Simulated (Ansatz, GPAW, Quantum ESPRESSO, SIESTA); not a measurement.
Ti: 7 runs at one level of theory

```xyz
1
Lattice="0.0000 2.0300 2.0300 2.0300 0.0000 2.0300 2.0300 2.0300 0.0000" Properties=species:S:1:pos:R:3 pbc="T T T"
Ti    0.0000    0.0000    0.0000
```

This isn't the form of Ti at room conditions, which is hcp.

Alike in all runs: task band structure; functional PBEsol; k mesh 11 × 11 × 11; occupations fermi-dirac, width 0.05 eV; no spin polarisation; no spin-orbit coupling. Pressure is positive in compression and, in plane waves, holds the error of the finite cutoff, which Ansatz's Pulay term estimates and takes out.

```json
{"program and potentials": "Ansatz, Ansatz PAW", "plane-wave cutoff (eV)": "420", "notes": "potentials made for PBE, which Ansatz adapts in part; 12 valence electrons an atom on average", "pressure (GPa)": "-0.54"}
{"program and potentials": "Quantum ESPRESSO, PseudoDojo 0.4.1 SR PBEsol standard", "plane-wave cutoff (eV)": "1143", "notes": "12 valence electrons an atom on average", "pressure (GPa)": "-0.43"}
{"program and potentials": "Quantum ESPRESSO, GBRV 1.5 PBEsol", "plane-wave cutoff (eV)": "612", "notes": "12 valence electrons an atom on average", "pressure (GPa)": "-0.55"}
{"program and potentials": "Ansatz, PAW datasets made for the crystal", "plane-wave cutoff (eV)": "260", "notes": "4 valence electrons an atom on average", "pressure (GPa)": "-0.54"}
{"program and potentials": "GPAW, PAW data sets generated for this functional", "plane-wave cutoff (eV)": "600", "notes": "12 valence electrons an atom on average", "pressure (GPa)": "-0.95"}
{"program and potentials": "Ansatz, all-electron LAPW, scalar-relativistic", "plane-wave cutoff (eV)": "-", "notes": "-", "pressure (GPa)": "-0.55"}
{"program and potentials": "SIESTA, files PseudoDojo sr-pbesol-0.4.1-standard, DZP (energy shift 0.003 Ry; two zetas on semicore shells)", "plane-wave cutoff (eV)": "-", "notes": "atomic basis; 12 valence electrons an atom on average", "pressure (GPa)": "-0.03"}
```

The pressure spans -0.95 (GPAW, PAW data sets generated for this functional) to -0.03 GPa (SIESTA, files PseudoDojo sr-pbesol-0.4.1-standard, DZP (energy shift 0.003 Ry; two zetas on semicore shells)), with all-electron results at -0.55. Rows in atomic bases carry the error of their basis and grid, which can be large.

The functional is the same throughout but for its coding, so the spread measures potentials, basis and numerics; runs on potential files found faulty are left out.
